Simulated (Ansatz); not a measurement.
## AlNi: enthalpy against pressure

AlNi, P4/mmm, a = 2.889 Å, c = 2.901 Å. The structure is a Materials Project entry; whether it is the stable form wasn't checked. Ansatz: PBE, PAW, 420 eV, Γ-centred 16×16×14 mesh on 2 atoms, Gaussian smearing 0.10 eV; no spin polarisation. Cell and atoms are relaxed at each pressure, and no other structure is tried, so the rows at high pressure may lie past a change of phase. y is the enthalpy over the state at zero pressure; there V0 = 12.107 Å³/atom. The pressures are the targets, met within 0.03 GPa.

| P (GPa) | y (eV/atom) |
| --- | --- |
| -2.0 | -0.1521 |
| 0.0 | 0.0000 |
| 2.0 | 0.1502 |
| 5.0 | 0.3722 |
| 10.0 | 0.7342 |
| 20.0 | ? |
| 40.0 | 2.7486 |

Question: Fit y = c1 P + c2 P² + c3 P³ to the other rows, say what c1 and c2 mean, and predict the missing value.

Answer: Least squares on the rows shown. y = 0.075558 P − 0.00022828 P² + 1.4304×10⁻⁶ P³. Since dH/dP = V, c1 is V0: 0.075558 eV/GPa × 160.2 = 12.104 Å³ against 12.107; c2 = −V0/(2B0) gives B0 = 165 GPa, where a Birch–Murnaghan fit to the volumes of the same runs (not shown) gives 160 GPa. At P = 20.0 the fit asked for gives 1.4313 eV/atom. The run gave 1.4325 eV/atom, so the fit is 0.0012 eV/atom too low, 0.041 % of the span of the series, against an rms of 0.00004 eV/atom on the fitted rows. With a term in P⁴ added, a fit to the same known rows predicts 1.4328 eV/atom, so most of the miss is curvature that the known rows already hold.

The mesh isn't the same in all rows (16×16×14, 16×16×16).